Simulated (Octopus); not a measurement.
Input of an Octopus 16.4 run:

inp

```
CalculationMode = gs
UnitsOutput = eV_Angstrom
PeriodicDimensions = 3
ExperimentalFeatures = yes
PseudopotentialSet = sg15
%LatticeParameters
 1*angstrom | 1*angstrom | 1*angstrom
%
%LatticeVectors
 0 | 2.5575 | 2.5575
 2.5575 | 0 | 2.5575
 2.5575 | 2.5575 | 0
%
%ReducedCoordinates
 "Hf" | 0 | 0 | 0
 "O" | 0.75 | 0.75 | 0.75
 "O" | 0.25 | 0.25 | 0.25
%
%Spacing
 0.15070213*angstrom | 0.15070213*angstrom | 0.15070213*angstrom
%
DerivativesOrder = 8
%KPointsGrid
 6 | 6 | 6
%
KPointsUseSymmetries = yes
XCFunctional = mgga_x_tb09 + lda_c_pw
FilterPotentials = filter_none
SmearingFunction = fermi_dirac
Smearing = 0.05*eV
ExtraStates = 9
Eigensolver = rmmdiis
ConvRelDens = 1e-05
MaximumIter = 120
```

Potentials or basis: sg15 (PBE).

Run with:

```bash
$ OMP_NUM_THREADS=1 octopus > out.log
```

**Question.** What does it give for the band gap on the k mesh?

**Answer.** 6.88 eV, direct.

Caveat: a model potential gives levels but no total energy or forces; spin-orbit coupling is left out, which moves the levels of the heavy elements. A k mesh can miss the band edges.
